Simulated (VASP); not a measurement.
**Ge: equation of state with PBEsol**

Ge:

```
Ge
1.0
     1.48805   -2.59469    0.00000
     1.48805    2.59469    0.00000
     0.00000    0.00000    4.72760
Ge
2
Direct
  0.33345 0.66655 0.25000
  0.66655 0.33345 0.75000
```

This isn't the form of Ge at room conditions, which is diamond.

```
Program             : VASP 6.6.1
Task                : equation of state
Functional          : PBEsol
Potentials or basis : VASP PAW PBE potentials, release 64 (Ge_d)
Cutoff              : 520 eV
k mesh              : 10 × 10 × 6
Occupations         : fermi-dirac, width 0.05 eV
Spin                : no spin polarisation
```

```json
{"Equilibrium volume": "18.40 Å³/atom", "Bulk modulus at fixed shape and positions": "77 GPa", "Pressure derivative of the bulk modulus": "4.2"}
```

Energy against volume, from the lowest point:
| volume (Å³/atom) | energy (meV/atom) |
| --- | --- |
| 17.158 | 22.23 |
| 17.523 | 10.51 |
| 17.888 | 3.25 |
| 18.253 | 0.00 |
| 18.618 | 0.36 |
| 18.984 | 3.98 |
| 19.349 | 10.53 |

All runs of the series together: 2.7 min on 1 thread of Intel(R) Xeon(R) 6975P-C (Granite Rapids) (shared host).

Caveat: the cell was scaled at fixed shape and fractional positions, which overstates the stiffness of a crystal with free parameters, most of all of layers and chains; the PAW data sets were made with another functional, which shifts forces and pressure a little.
